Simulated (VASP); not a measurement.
# SiC (P6_3mc) in VASP: notebook

Runs on SiC. Level: PBEsol. Tasks: relaxation of cell and atoms.

All numbers are computed with VASP 6.6.1; they aren't measurements. Logs are shortened: lines on timing, memory, paths and dates and some standing lists are left out, and cuts for length are marked.

### 1 Starting point

The structure is hexagonal, space group P6_3mc (No. 186). Conventional cell: a = 3.076 Å, b = 3.076 Å, c = 10.071 Å, α = 90.00°, β = 90.00°, γ = 120.00°. Around Si (site symmetry 3m) lie 4 C at 1.88 to 1.89 Å. Si (site symmetry 3m) is surrounded by 4 C at 1.88 to 1.89 Å. C (site symmetry 3m) is surrounded by 4 Si at 1.88 to 1.89 Å. Around C (site symmetry 3m) lie 4 Si at 1.88 to 1.89 Å.

The cell is a database's computed one.

### 2 Relaxation of cell and atoms, PBEsol

The input, INCAR:

```
SYSTEM = SiC
ALGO = Normal ; EDIFF = 1E-6
EDIFFG = -0.01 ; ENCUT = 600
GGA = PS ; IBRION = 2
ISIF = 3 ; ISMEAR = 0
KPAR = 4 ; LASPH = .True.
LCHARG = .False. ; LREAL = .False.
LWAVE = .False. ; NELM = 80
NSW = 90 ; PREC = Accurate
SIGMA = 0.03
```

The input, KPOINTS:

```
k-points
0
Gamma
  12 12 3
  0 0 0
```

The input, POSCAR:

```
SiC
1.0
    3.0756941497      0.0000000000      0.0000000000
   -1.5378470748      2.6636292679      0.0000000000
    0.0000000000      0.0000000000     10.0706464800
Si C
4 4
Direct
    0.6666666700      0.3333333300      0.9378419800
    0.3333333300      0.6666666700      0.4378419800
    0.0000000000      0.0000000000      0.6878943800
    0.0000000000      0.0000000000      0.1878943800
    0.6666666700      0.3333333300      0.7498025900
    0.3333333300      0.6666666700      0.2498025900
    0.0000000000      0.0000000000      0.5004600500
    0.0000000000      0.0000000000      0.0004600500
```

Potentials or basis: VASP PAW PBE potentials, release 64 (Si, C).

Launch:

```
$ cat potpaw_PBE.64/Si/POTCAR potpaw_PBE.64/C/POTCAR > POTCAR
$ mpirun -np 4 vasp_std > vasp.out
```

OUTCAR:

```text
SYSTEM = SiC
   EDIFF = 1E-6
   EDIFFG = -0.01
   ENCUT = 600
   GGA = PS
   IBRION = 2
   ISIF = 3
   ISMEAR = 0
   LASPH = .True.
   LREAL = .False.
   NELM = 80
   NSW = 90
   PREC = Accurate

 ion  position               nearest neighbor table
   1  0.667  0.333  0.938-   8 1.88   8 1.88   8 1.88   5 1.89   3 3.08   3 3.08   3 3.08   4 3.08
                             4 3.08   4 3.08
   2  0.333  0.667  0.438-   7 1.88   7 1.88   7 1.88   6 1.89   4 3.08   4 3.08   4 3.08   3 3.08
                             3 3.08   3 3.08
   3  0.000  0.000  0.688-   5 1.88   5 1.88   5 1.88   7 1.89   1 3.08   1 3.08   1 3.08   2 3.08
                             2 3.08   2 3.08
   4  0.000  0.000  0.188-   6 1.88   6 1.88   6 1.88   8 1.89   2 3.08   2 3.08   2 3.08   1 3.08
                             1 3.08   1 3.08
   5  0.667  0.333  0.750-   3 1.88   3 1.88   3 1.88   1 1.89
   6  0.333  0.667  0.250-   4 1.88   4 1.88   4 1.88   2 1.89
   7  0.000  0.000  0.500-   2 1.88   2 1.88   2 1.88   3 1.89
   8  0.000  0.000  0.000-   1 1.88   1 1.88   1 1.88   4 1.89

  LATTYP: Found a hexagonal cell.
 ALAT       =     3.0756941497
 C/A-ratio  =     3.2742678530

  Lattice vectors:

 A1 = (   3.0756941497,   0.0000000000,   0.0000000000)
 A2 = (  -1.5378470748,   2.6636292679,   0.0000000000)
 A3 = (   0.0000000000,   0.0000000000,  10.0706464800)

Analysis of symmetry for initial positions (statically):
=====================================================================
 Subroutine PRICEL returns:
 Original cell was already a primitive cell.

 Routine SETGRP: Setting up the symmetry group for a
 hexagonal supercell.

 Subroutine GETGRP returns: Found 12 space group operations
 (whereof  6 operations were pure point group operations)
 out of a pool of 24 trial point group operations.

The static configuration has the point symmetry C_3v.
 The point group associated with its full space group is C_6v.

Analysis of symmetry for dynamics (positions and initial velocities):
=====================================================================
 Subroutine PRICEL returns:
 Original cell was already a primitive cell.

 Routine SETGRP: Setting up the symmetry group for a
 hexagonal supercell.

 Subroutine GETGRP returns: Found 12 space group operations
 (whereof  6 operations were pure point group operations)
 out of a pool of 24 trial point group operations.

The dynamic configuration has the point symmetry C_3v.
 The point group associated with its full space group is C_6v.

 Subroutine INISYM returns: Found 12 space group operations
 (whereof  6 operations are pure point group operations),
[... 115 lines left out ...]
   ISYM   =      2    0-nonsym 1-usesym 2-fastsym
   POTIM  = 0.5000    time-step for ionic-motion
   TEBEG  =    0.0;   TEEND  =   0.0 temperature during run
   PSTRESS=    0.0 pullay stress
   NELECT =      32.0000    total number of electrons
   NUPDOWN=      -1.0000    fix difference up-down
   EMIN   =  10.00;   EMAX   =-10.00  energy-range for DOS
   EFERMI =   0.00;   METHOD = LEGACY
   ISMEAR =     0;   SIGMA  =   0.03  broadening in eV -4-tet -1-fermi 0-gaus
   EFERMI_NEDOS =   21; number of points for ismear=-14 and -15
   IALGO  =     38    algorithm
   IMIX   =      4    mixing-type and parameters
     AMIX     =   0.40;   BMIX     =  1.00
     AMIX_MAG =   1.60;   BMIX_MAG =  1.00
  volume/ion in A,a.u.               =      10.31        69.60
  Fermi-wavevector in a.u.,A,eV,Ry     =   1.193897  2.256138 19.393597  1.425389
  Thomas-Fermi vector in A             =   2.329900
   LORBIT       =      0    0 simple, 1 ext, 2 COOP (PROOUT), +10 PAW based schemes
   GGA     = PS    functional components
   LHFCALC =     F    Hartree Fock is set to
   AEXX    =    0.0000 exact exchange contribution
   IVDW    =     0    specifies the selected vdW correction
   LEPSILON=     F    determine dielectric tensor
   LRPA    =     F    only Hartree local field effects (RPA)
 conjugate gradient relaxation of ions
 non-spin polarized calculation
 Gauss-broadening in eV      SIGMA  =   0.03
  energy-cutoff  :      600.00
  volume of cell :       82.50
 maximum number of plane-waves:      2790
 NGX is ok and might be reduce to    28
   NGX = 13   NGY = 13   NGZ = 41

--------------------------------------- Ionic step        1  -------------------------------------------

 number of electron      32.0000001 magnetization

 Free energy of the ion-electron system (eV)
  ---------------------------------------------------
  ext. energy  EPLUGINS =         0.00000000
  ---------------------------------------------------
  free energy    TOTEN  =       -63.67548213 eV

  energy without entropy =      -63.67548213  energy(sigma->0) =      -63.67548213

------------------------ aborting loop because EDIFF is reached ----------------------------------------

  FORCE on cell =-STRESS in cart. coord.  units (eV):
  Direction    XX          YY          ZZ          XY          YZ          ZX
  --------------------------------------------------------------------------------------
  -------------------------------------------------------------------------------------
  Total        0.3731365      0.3731365      0.3100599      0.0000000      0.0000000      0.0000000
  in kB        7.2460958      7.2460958      6.0211835      0.0000000      0.0000000      0.0000000
  external PRESSURE =       6.8377917 kB  Pullay stress =       0.0000000 kB
[... 71 lines left out ...]
--------------------------------------- Ionic step        3  -------------------------------------------

 number of electron      32.0000001 magnetization

 Free energy of the ion-electron system (eV)
  ---------------------------------------------------
  ext. energy  EPLUGINS =         0.00000000
  ---------------------------------------------------
  free energy    TOTEN  =       -63.67601494 eV

  energy without entropy =      -63.67601494  energy(sigma->0) =      -63.67601494

 E-fermi :   8.2677     XC(G=0): -11.5026

 val. band max:        8.1247659888   @ k =   0.0000   0.0000   0.0000
 cond. band min:      10.2340051051   @ k =   0.5000   0.0000   0.0000
 fundamental gap:      2.1092391163
 Fermi energy:         8.2676752126

 k-point     1 :       0.0000    0.0000    0.0000
  band No.  band energies     occupation
      1      -7.3776      2.00000
      2      -6.1943      2.00000
      3      -6.1586      2.00000
      4      -3.7733      2.00000
      5      -0.5500      2.00000
      6       3.7208      2.00000
[... 565 lines left out ...]
     20      13.3164      0.00000
     21      13.8377      0.00000

 [... further k-points ...]
[... 5 lines left out ...]
  --------------------------------------------------------------------------------------
  -------------------------------------------------------------------------------------
  Total        0.0036002      0.0036002      0.0001450      0.0000000      0.0000000     -0.0000000
  in kB        0.0697026      0.0697026      0.0028082      0.0000000      0.0000000     -0.0000000
  external PRESSURE =       0.0474045 kB  Pullay stress =       0.0000000 kB
[... 23 lines left out ...]
  FREE ENERGIE OF THE ION-ELECTRON SYSTEM (eV)
  ---------------------------------------------------
  free  energy   TOTEN  =       -63.6760149448 eV

  energy  without entropy=      -63.6760149448  energy(sigma->0) =      -63.67601494

 reached required accuracy - stopping structural energy minimisation
```

CONTCAR:

```text
SiC
   1.00000000000000
     3.0789830402218730    0.0000000000000617    0.0000000000000000
    -1.5394915200608297    2.6664775306421409    0.0000000000000000
     0.0000000000000000    0.0000000000000000   10.0795947980073191
  Si              C
     4     4
Direct
     0.6666666699999979    0.3333333300000021    0.9378313346194685
     0.3333333300000021    0.6666666699999979    0.4378313346194685
     0.0000000000000000    0.0000000000000000    0.6878993575393707
     0.0000000000000000    0.0000000000000000    0.1878993575393708
     0.6666666699999979    0.3333333300000021    0.7498119035736720
     0.3333333300000021    0.6666666699999979    0.2498119035736721
     0.0000000000000000    0.0000000000000000    0.5004564042674959
     0.0000000000000000    0.0000000000000000    0.0004564042674959

  0.00000000E+00  0.00000000E+00  0.00000000E+00
  0.00000000E+00  0.00000000E+00  0.00000000E+00
  0.00000000E+00  0.00000000E+00  0.00000000E+00
  0.00000000E+00  0.00000000E+00  0.00000000E+00
  0.00000000E+00  0.00000000E+00  0.00000000E+00
  0.00000000E+00  0.00000000E+00  0.00000000E+00
  0.00000000E+00  0.00000000E+00  0.00000000E+00
  0.00000000E+00  0.00000000E+00  0.00000000E+00
```

Wall time 21 s (4 MPI ranks of Intel Xeon 6975P-C (Granite Rapids), shared host); peak memory 0.27 GiB.

What came out:

| Item | Value |
| --- | --- |
| Free energy | -63.6760 eV |
| Relaxed volume | 10.34 Å³/atom |
| Relaxed cell | a = 3.079 Å, b = 3.079 Å, c = 10.080 Å, α = 90.00°, β = 90.00°, γ = 120.00° |
| Space group after relaxing (to 0.05 Å) | P6_3mc (No. 186) |
| Energy gained by relaxing | 0.1 meV/atom |
| Ionic steps | 3 |
| Pressure after relaxing | 0.0 GPa |
| Band gap on the k mesh | 2.11 eV, indirect (least direct gap 3.23 eV) |

Forces on the atoms (eV/Å):
```
Si   0.000  0.000  0.002
Si   0.000  0.000  0.002
Si   0.000  0.000  0.002
Si   0.000  0.000  0.002
C    0.000  0.000 -0.001
C    0.000  0.000 -0.001
C    0.000  0.000 -0.002
C    0.000  0.000 -0.002
```

Step by step:
```
step  energy change (eV)  largest force (eV/Å)  pressure (GPa)  volume (Å³)
   1              0.0000                0.0047            0.68        82.50
   2              0.0001                0.0093           -0.73        83.03
   3             -0.0005                0.0025            0.00        82.75
```

Final structure:
```cif
data_structure
_symmetry_space_group_name_H-M 'P 1'
_symmetry_Int_Tables_number 1
_cell_length_a 3.0790
_cell_length_b 3.0790
_cell_length_c 10.0796
_cell_angle_alpha 90.000
_cell_angle_beta 90.000
_cell_angle_gamma 120.000
_cell_volume 82.75
loop_
_atom_site_label
_atom_site_type_symbol
_atom_site_fract_x
_atom_site_fract_y
_atom_site_fract_z
_atom_site_occupancy
Si1 Si 0.66667 0.33333 0.93783 1
Si2 Si 0.33333 0.66667 0.43783 1
Si3 Si 0.00000 0.00000 0.68790 1
Si4 Si 0.00000 0.00000 0.18790 1
C1 C 0.66667 0.33333 0.74981 1
C2 C 0.33333 0.66667 0.24981 1
C3 C 0.00000 0.00000 0.50046 1
C4 C 0.00000 0.00000 0.00046 1
```

Levels at points of the mesh, in eV from the valence-band top:
| k point | band 14 | band 15 | band 16 | band 17 | band 18 | band 19 |
| --- | --- | --- | --- | --- | --- | --- |
| (0.00, 0.00, 0.00) | -0.05 | 0.00 | 0.00 | 5.03 | 5.60 | 6.24 |
| (0.50, 0.00, 0.00) | -2.23 | -1.59 | -1.13 | 2.11 | 2.24 | 4.11 |

Caveat: the PAW data sets were made with another functional, which shifts forces and pressure a little; an odd mesh through Γ misses points on the zone boundary, where band edges often lie.

(Continued in part 2 of 2.)
